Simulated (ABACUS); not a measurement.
Set up this calculation in ABACUS 3.10.1, as the native input.

| Item | Value |
| --- | --- |
| Task | single point |
| Functional | BLYP |
| Potentials or basis | PseudoDojo NC SR 0.4.1 PBE standard |
| Cutoff | 1143 eV |
| Density cutoff | 4572 eV |
| Basis | plane waves |
| k mesh | 10 × 10 × 10 |
| Occupations | fermi-dirac, width 0.05 eV |
| Spin | no spin polarisation |
| Radial cutoff of the potentials (pseudo_rcut) | 10 bohr |
| SCF threshold on the density | 1e-08 |
| Max SCF steps | 100 |
| Eigensolver | dav |
| Mixing | broyden |
| Mixing share | 0.7 |
| Symmetry key | 1 |
| Bands | 14 |

Crystal: BN.

```
N B
1.0
     0.00000    1.81300    1.81300
     1.81300    0.00000    1.81300
     1.81300    1.81300    0.00000
N B
1 1
Direct
  0.25000 0.25000 0.25000
  0.00000 0.00000 0.00000
```

The cell is a database's computed one.

The input as run:

INPUT

```
INPUT_PARAMETERS
suffix              BN
calculation         scf
basis_type          pw
pseudo_dir          ./
symmetry            1
dft_functional      GGA_X_B88+GGA_C_LYP
ecutwfc             84
pseudo_rcut         10
nspin               1
nbands              14
ks_solver           dav
smearing_method     fd
smearing_sigma      0.00367493
scf_thr             1e-08
scf_nmax            100
mixing_type         broyden
mixing_beta         0.7
cal_force           1
cal_stress          1
out_chg             1
kpar                4
```

STRU

```
ATOMIC_SPECIES
N 14.0070 N.upf
B 10.8100 B.upf

LATTICE_CONSTANT
1.8897261246

LATTICE_VECTORS
0.0000000000 1.8130010000 1.8130010000
1.8130010000 0.0000000000 1.8130010000
1.8130010000 1.8130010000 0.0000000000

ATOMIC_POSITIONS
Direct

N
0.0
1
0.2500000000 0.2500000000 0.2500000000 1 1 1

B
0.0
1
0.0000000000 0.0000000000 0.0000000000 1 1 1
```

KPT

```
K_POINTS
0
Gamma
10 10 10 0 0 0
```

Potentials or basis: PseudoDojo NC SR 0.4.1 PBE standard, plane waves.

Launch:

```console
$ OMP_NUM_THREADS=1 mpirun -np 4 abacus > log
```

It gave:

```yaml
Pressure: 10.1 GPa
Band_gap_on_the_k_mesh: 4.88 eV, indirect (least direct gap 8.96 eV)
```

Caveat: the potentials were made for another functional, which shifts forces and pressure.

Run time: 3 s on 4 MPI ranks on Intel(R) Xeon(R) Platinum 8488C (Sapphire Rapids), on a shared host, peak memory 0.24 GiB a rank.
